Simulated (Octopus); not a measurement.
# W (Im-3m) in Octopus: reference runs, part 2 of 2

Octopus 16.4.

### 6 Equation of state, PBE, 16.48 Å³/atom (volume scaled by 1.04)

inp reads:

```
CalculationMode = gs
UnitsOutput = eV_Angstrom
PeriodicDimensions = 3
ExperimentalFeatures = yes
PseudopotentialSet = pseudodojo_pbe
%LatticeParameters
 1*angstrom | 1*angstrom | 1*angstrom
%
%LatticeVectors
 -1.6031677168 | 1.6031677168 | 1.6031677168
 1.6031677168 | -1.6031677168 | 1.6031677168
 1.6031677168 | 1.6031677168 | -1.6031677168
%
%ReducedCoordinates
 "W" | 0 | 0 | 0
%
%Spacing
 0.13883840*angstrom | 0.13883840*angstrom | 0.13883840*angstrom
%
DerivativesOrder = 8
%KPointsGrid
 12 | 12 | 12
%
KPointsUseSymmetries = yes
XCFunctional = gga_x_pbe + gga_c_pbe
SmearingFunction = fermi_dirac
Smearing = 0.05*eV
ExtraStates = 7
Eigensolver = chebyshev_filter
ConvRelDens = 3e-7
MaximumIter = 120
```

Potentials or basis: pseudodojo_pbe (PseudoDojo 0.5, PBE).

Command:

```bash
$ OMP_NUM_THREADS=1 octopus > out.log
```

It took 3.7 min on 1 thread of Arm Neoverse V1, shared host; peak memory 0.69 GiB.

Results (log left out):

* Free energy: -2064.0816 eV
* Band gap on the k mesh: none (metal or under the smearing width)

### 7 Equation of state, PBE, 14.90 Å³/atom (volume scaled by 0.94)

Changes to inp since step 6:

```diff
@@ -9,5 +9,5 @@
 %LatticeVectors
- -1.6031677168 | 1.6031677168 | 1.6031677168
- 1.6031677168 | -1.6031677168 | 1.6031677168
- 1.6031677168 | 1.6031677168 | -1.6031677168
+ -1.5500431812 | 1.5500431812 | 1.5500431812
+ 1.5500431812 | -1.5500431812 | 1.5500431812
+ 1.5500431812 | 1.5500431812 | -1.5500431812
 %
@@ -17,3 +17,3 @@
 %Spacing
- 0.13883840*angstrom | 0.13883840*angstrom | 0.13883840*angstrom
+ 0.13423768*angstrom | 0.13423768*angstrom | 0.13423768*angstrom
 %
@@ -31 +31,6 @@
 MaximumIter = 120
+%Output
+ density | cube
+ elf | cube
+ potential | cube
+%
```

Command:

```bash
$ OMP_NUM_THREADS=1 octopus > out.log
```

It took 3.7 min on 1 thread of Arm Neoverse V1, shared host; peak memory 0.69 GiB.

Results (log left out):

| Quantity | Value |
| --- | --- |
| Free energy | -2063.9892 eV |
| Band gap on the k mesh | none (metal or under the smearing width) |

### 8 Equation of state, PBE, 16.80 Å³/atom (volume scaled by 1.06)

inp reads:

```
CalculationMode = gs
UnitsOutput = eV_Angstrom
PeriodicDimensions = 3
ExperimentalFeatures = yes
PseudopotentialSet = pseudodojo_pbe
%LatticeParameters
 1*angstrom | 1*angstrom | 1*angstrom
%
%LatticeVectors
 -1.6133792515 | 1.6133792515 | 1.6133792515
 1.6133792515 | -1.6133792515 | 1.6133792515
 1.6133792515 | 1.6133792515 | -1.6133792515
%
%ReducedCoordinates
 "W" | 0 | 0 | 0
%
%Spacing
 0.13972274*angstrom | 0.13972274*angstrom | 0.13972274*angstrom
%
DerivativesOrder = 8
%KPointsGrid
 12 | 12 | 12
%
KPointsUseSymmetries = yes
XCFunctional = gga_x_pbe + gga_c_pbe
SmearingFunction = fermi_dirac
Smearing = 0.05*eV
ExtraStates = 7
Eigensolver = chebyshev_filter
ConvRelDens = 3e-7
MaximumIter = 120
```

Command:

```bash
$ OMP_NUM_THREADS=1 octopus > out.log
```

Run time: 3.8 min. Hardware: 1 thread of Arm Neoverse V1, shared host; peak memory 0.69 GiB.

Results (log left out):

```yaml
Free_energy: -2064.0642 eV
Band_gap_on_the_k_mesh: none (metal or under the smearing width)
```

### 9 Equation of state, PBE

Potentials or basis: pseudodojo_pbe (PseudoDojo 0.5, PBE).

No new run: the results of the series are fitted here.

Results:

```yaml
Equilibrium_volume: "16.11 Å³/atom (rough: see the caveat)"
Bulk_modulus: 289 GPa (rough)
```

Energy against volume, from the lowest point:
```
volume (Å³/atom)  energy (meV/atom)
          14.897              98.94
          15.214              51.70
          15.531              19.78
          15.848               4.78
          16.165               0.00
          16.482               6.58
          16.798              23.99
```

Caveat: the fit is doubtful: noisy points or a state that changes with volume; the number of grid points is fixed, so the spacing changes with the cell, which shifts volumes and moduli. The run has no spin-orbit coupling, so splittings on W are missing.

### 10 Single point, PBE

Changes to inp since step 8:

```diff
@@ -9,5 +9,5 @@
 %LatticeVectors
- -1.6133792515 | 1.6133792515 | 1.6133792515
- 1.6133792515 | -1.6133792515 | 1.6133792515
- 1.6133792515 | 1.6133792515 | -1.6133792515
+ -1.582345 | 1.582345 | 1.582345
+ 1.582345 | -1.582345 | 1.582345
+ 1.582345 | 1.582345 | -1.582345
 %
@@ -17,3 +17,3 @@
 %Spacing
- 0.13972274*angstrom | 0.13972274*angstrom | 0.13972274*angstrom
+ 0.13703510*angstrom | 0.13703510*angstrom | 0.13703510*angstrom
 %
```

Potentials or basis: pseudodojo_pbe (PseudoDojo 0.5, PBE).

Command:

```bash
$ OMP_NUM_THREADS=1 octopus > out.log
```

out.log:

```text
Running octopus

Version                : 16.4
Optional libraries     :

************************** Calculation Mode **************************
Input: [CalculationMode = gs]
**********************************************************************

Input: [SpinComponents = unpolarized]

******************************* Space ********************************
Octopus will run in 3 dimension(s).
Octopus will treat the system as periodic in 3 dimension(s).
**********************************************************************

Input: [AllElectronType = no]
Input: [PseudopotentialSet = pseudodojo_pbe]
Reading Coordinates from ReducedCoordinates block

****************************** Species *******************************
  Species 'W'
    type             : pseudopotential
    file             : 'W.upf'
    file format      : UPF2
    valence charge   : 14.0
    atomic number    :  74
    form on file     : kleinman-bylander
    lmax             : 3
    llocal           : -1
    projectors per l : 2
    total projectors : 8
    application form : kleinman-bylander
    orbitals         : 10
    bound orbitals   : 10

**********************************************************************

***************************** Symmetries *****************************
Space group No.  229
International: Im-3m
Schoenflies: Oh^9
Info: The system has    48 symmorphic symmetries that can be used.
  Index                Rotation matrix                      Fractional translations
    1 :     1   0   0     0   1   0     0   0   1      0.000000    0.000000    0.000000
    2 :    -1   0   0     0  -1   0     0   0  -1      0.000000    0.000000    0.000000
    3 :     0   0  -1     1   1   1     0  -1   0      0.000000    0.000000    0.000000
    4 :     0   0   1    -1  -1  -1     0   1   0      0.000000    0.000000    0.000000
    5 :     0   1   0     1   0   0    -1  -1  -1      0.000000    0.000000    0.000000
    6 :     0  -1   0    -1   0   0     1   1   1      0.000000    0.000000    0.000000
[... 40 lines left out ...]
   47 :     0   0  -1    -1   0   0     1   1   1      0.000000    0.000000    0.000000
   48 :     0   0   1     1   0   0    -1  -1  -1      0.000000    0.000000    0.000000
Info: The system also has     0 nonsymmorphic symmetries (not used for electrons).
**********************************************************************

Input: [CurvMethod = curv_affine]
Input: [DerivativesStencil = stencil_stargeneral]

****************************** Lattice *******************************
  Lattice Vectors [A]
   -1.582345    1.582345    1.582345
    1.582345   -1.582345    1.582345
    1.582345    1.582345   -1.582345
  Cell volume =            15.8476 [A^3]
  Reciprocal-Lattice Vectors [A^-1]
   -0.000000    1.985403    1.985403
    1.985403   -0.000000    1.985403
    1.985403    1.985403   -0.000000
  Cell angles [degree]
    alpha =  109.471
    beta  =  109.471
    gamma =  109.471
**********************************************************************

Checking if the generated full k-point grid is symmetric

[... 207 lines left out ...]
Generating random wavefunctions for states       11 and above
Orthogonalizing wavefunctions.
Info: Ground-state restart information will be written to 'restart/gs'.
Info: SCF using complex wavefunctions.
Info: Starting SCF iteration.

** Warning:
**   Symmetrization discrepancy ratio (scalar) =  8.26723E-02

*********************** SCF CYCLE ITER #    1 ************************
 etot  = -2.04722169E+03 abs_ev   =  4.74E+01 rel_ev   =  2.43E-01
 ediff =        7.52E+01 abs_dens =  7.53E-01 rel_dens =  5.38E-02
Matrix vector products: 1800
Converged eigenvectors: 0

#  State  KPoint  Eigenvalue [eV]  Occupation    Error
      1       1      -59.108376    2.000000   ( 2.0E-06)
      1       2      -59.098909    2.000000   ( 7.6E-06)
      1       5      -59.089603    2.000000   ( 7.1E-06)
      1       3      -59.081208    2.000000   ( 1.3E-05)
      1       6      -59.072977    2.000000   ( 1.1E-05)
      1       9      -59.064114    2.000000   ( 7.2E-06)
      1       4      -59.058222    2.000000   ( 1.3E-05)
      1       7      -59.050441    2.000000   ( 2.5E-06)
[... 23 lines left out ...]
     14       3       40.616397    0.000000   ( 1.8E-01)
     14      45       40.952785    0.000000   ( 2.1E-01)
     14      61       41.133177    0.000000   ( 2.5E-01)
     14       2       41.407989    0.000000   ( 1.9E-01)
     14       5       41.491999    0.000000   ( 2.4E-01)
     14       1       42.868887    0.000000   ( 2.1E-01)
     14      55       44.105184    0.000000   ( 2.3E-01)
     14      60       44.788951    0.000000   ( 2.5E-01)

Density of states:

------------------------%---------------------------------------------
------------------------%---------------------------------------------
------------------------%---------------------------------------------
------------------------%---------------------------------------------
------------------------%---------------------------------------------
%-----------------------%----------------------%---%------------------
%----------------------%%----------------------%---%------------------
%----------------------%%--------------------%%%--%%------------------
%----------------------%%--------------------%%%%%%%%---%%%%%%--%-----
%----------------------%%-------------------%%%%%%%%%%%%%%%%%%%%%%----
                                                 ^

Fermi energy =    14.147695 eV

**********************************************************************

** Warning:
**   Symmetrization discrepancy ratio (scalar) =  8.23100E-02

*********************** SCF CYCLE ITER #    2 ************************
 etot  = -2.05481896E+03 abs_ev   =  5.07E+00 rel_ev   =  2.54E-02
 ediff =        2.79E-01 abs_dens =  7.10E-02 rel_dens =  5.07E-03
Matrix vector products: 1800
Converged eigenvectors: 0
[... 127 lines left out ...]
*********************** SCF CYCLE ITER #   13 ************************
 etot  = -2.06407860E+03 abs_ev   =  1.69E-05 rel_ev   =  8.24E-08
 ediff =        9.78E-07 abs_dens =  7.79E-07 rel_dens =  5.56E-08
Matrix vector products: 1800
Converged eigenvectors: 0

#  State  KPoint  Eigenvalue [eV]  Occupation    Error
      1       1      -60.388475    2.000000   ( 1.5E-07)
      1       2      -60.379563    2.000000   ( 1.5E-07)
      1       5      -60.370800    2.000000   ( 1.5E-07)
      1       3      -60.362902    2.000000   ( 1.5E-07)
      1       6      -60.355155    2.000000   ( 1.5E-07)
      1       9      -60.346802    2.000000   ( 1.6E-07)
      1       4      -60.341278    2.000000   ( 1.5E-07)
      1       7      -60.333948    2.000000   ( 1.6E-07)
[... 23 lines left out ...]
     14      38       36.762059    0.000000   ( 9.6E-02)
     14      34       36.924738    0.000000   ( 9.1E-02)
     14      36       36.983374    0.000000   ( 3.6E-02)
     14      72       37.059120    0.000000   ( 6.8E-02)
     14       3       38.161109    0.000000   ( 6.8E-02)
     14       2       38.511905    0.000000   ( 6.0E-02)
     14      45       39.123604    0.000000   ( 5.3E-02)
     14       1       40.545558    0.000000   ( 3.8E-02)

Density of states:

-------------------------%--------------------------------------------
-------------------------%--------------------------------------------
-------------------------%--------------------------------------------
------------------------%%--------------------------------------------
%-----------------------%%-----------------------%--------------------
%-----------------------%%-----------------------%---%----------------
%-----------------------%%---------------------%-%--%%----------------
%-----------------------%%---------------------%%%%-%%------%%%--%----
%-----------------------%%---------------------%%%%%%%%---%%%%%%%%%---
%-----------------------%%--------------------%%%%%%%%%%%%%%%%%%%%%---
                                                   ^

Fermi energy =    13.715081 eV

**********************************************************************

Info: SCF converged in   13 iterations

** Warning:
**   Some of the states are not fully converged!

Info: Number of matrix-vector products:      23400
Info: Finished writing information to 'restart/gs'.

Octopus emitted 16 warnings.
```

static/info:

```text
**

********************** Brillouin zone sampling ***********************
Dimensions of the k-point grid      = 12 12 12
Total number of k-points            = 1728
Number of symmetry-reduced k-points = 72

List of k-points:
[... 1201 lines left out ...]
      rel_energy =  1.28969983E-08 ( 0.00000000E+00)
      abs_dens =  7.78747590E-07 ( 0.00000000E+00)
      rel_dens =  5.56248278E-08 ( 3.00000000E-07)
      abs_evsum =  1.69100892E-05 ( 0.00000000E+00) [eV]
      rel_evsum =  8.23774930E-08 ( 0.00000000E+00)

Forces on the ions [eV/A]
 Ion                        x              y              z
   1         W   0.00000000E+00   0.00000000E+00   0.00000000E+00
 ----------------------------------------------------------
 Max abs force   0.00000000E+00   0.00000000E+00   0.00000000E+00
   Total force   0.00000000E+00   0.00000000E+00   0.00000000E+00
```

Wall time 5 min (1 thread of Intel Xeon Platinum 8259CL at 2.50GHz (Skylake/Cascade Lake), shared host); peak memory 0.69 GiB.

What came out:

* Free energy: -2064.0834 eV
* Band gap on the k mesh: none (metal or under the smearing width)

Levels at points of the mesh, in eV from the Fermi level:
| k point | band 4 | band 5 | band 6 | band 7 | band 8 | band 9 | band 10 | band 11 |
| --- | --- | --- | --- | --- | --- | --- | --- | --- |
| (0.00, 0.00, 0.00) | -37.66 | -9.55 | -1.15 | -1.15 | -1.15 | 2.34 | 2.34 | 14.58 |
| (0.50, 0.00, 0.00) | -37.67 | -6.19 | -3.48 | 0.77 | 2.24 | 3.22 | 6.24 | 11.16 |
| (0.50, 0.50, 0.50) | -38.57 | -5.74 | -5.74 | 5.25 | 5.25 | 5.25 | 8.32 | 8.32 |
